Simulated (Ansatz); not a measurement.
Reaction (formal exchange of groups at the Al–S bond): `C[O][Al]([OH])[SH]` + `CCC(=O)O` → `C[O][Al]([CH3])[OH]` + `O=C(O)CS`

Computed with Ansatz on PBE0-D4/def2-TZVP structures; ΔE is electronic, products minus reactants. CCSD(T)/CBS adds triple-zeta CCSD(T) − MP2 to the extrapolated MP2 energy (def2 sets, frozen cores). DFT in def2-TZVPP. B3LYP here is the variant with VWN-RPA as its local correlation; programs differ in this. Each species was taken in one conformer, which may not be the lowest.

`C[O][Al]([OH])[SH]`:

Z-matrix (Å, degrees):
```
C
O 1 1.397
H 1 1.095 2 110.0
H 1 1.095 2 110.0 3 118.9
H 1 1.097 2 112.7 3 -120.6
Al 2 1.673 1 135.4 3 119.5
S 6 2.183 2 118.3 1 0.2
O 6 1.685 2 117.7 1 -179.8
H 7 1.344 6 93.7 2 179.9
H 8 0.954 6 124.7 2 180.0
```

`CCC(=O)O`:

Z-matrix (Å, degrees):
```
C
C 1 1.514
H 1 1.091 2 110.5
H 1 1.091 2 111.0 3 -120.3
H 1 1.091 2 111.0 3 120.3
C 2 1.501 1 113.0 3 -180.0
H 2 1.095 1 111.8 3 -58.8
H 2 1.095 1 111.8 3 58.9
O 6 1.346 2 111.6 1 -179.9
O 6 1.200 2 126.0 1 0.1
H 9 0.967 6 106.5 2 -179.9
```

`C[O][Al]([CH3])[OH]`:

```xyz
12

C    -0.493    0.368   -1.987
O     0.167   -0.542   -1.161
Al    0.454   -0.641    0.502
C    -0.175    0.690    1.762
O     1.335   -1.978    1.058
H    -1.306   -0.130   -2.527
H    -0.925    1.211   -1.432
H     0.199    0.778   -2.731
H    -1.263    0.795    1.721
H     0.100    0.428    2.786
H     0.246    1.676    1.543
H     1.662   -2.653    0.466
```

`O=C(O)CS`:

Z-matrix (Å, degrees):
```
C
S 1 1.813
C 1 1.502 2 111.7
H 1 1.090 2 110.2 3 -123.6
H 1 1.088 2 106.1 3 117.8
H 2 1.342 1 96.2 3 67.4
O 3 1.344 1 111.5 2 -74.0
O 3 1.199 1 125.4 2 105.8
H 7 0.967 3 106.8 1 178.1
```

```
      level  ΔE (eV)
LDA (SPW92)     1.24
    BLYP-D4     1.17
      B3LYP     1.25
  CAM-B3LYP     1.27
```

Q: What does CCSD(T)/CBS give? (Estimate.)

A: Computed: +1.30 eV. The listed levels differ from it by -0.06, -0.13, -0.05, -0.03 eV.

Q: What do rigid-rotor, harmonic-oscillator terms from PBE0-D4/def2-TZVP frequencies (298.15 K, 1 bar) make of the CCSD(T)/CBS value? (An estimate is asked.)

A: Computed: ΔZPE = -0.06 eV, ΔH = +1.24 eV, ΔS = 10 J/(mol·K), ΔG = +1.21 eV. Modes under 50 cm⁻¹ make the entropy rough.

Largest T1 diagnostic among the species: 0.014.

In def2-TZVPP, CCSD(T) changes the Hartree–Fock value by −0.12 eV (the triples alone add −0.02 eV) and MP2 by −0.11 eV. Leaving LDA and LC-ωPBE aside and taking each functional with its dispersion term where it has one, the values, not all of them listed here, spread over 0.16 eV, from BLYP-D4 to r2SCAN0-D4.

CCSD(T)/CBS has its own doubt, a few kJ/mol and more with outer-core shells, so smaller differences from it don't rank the levels.
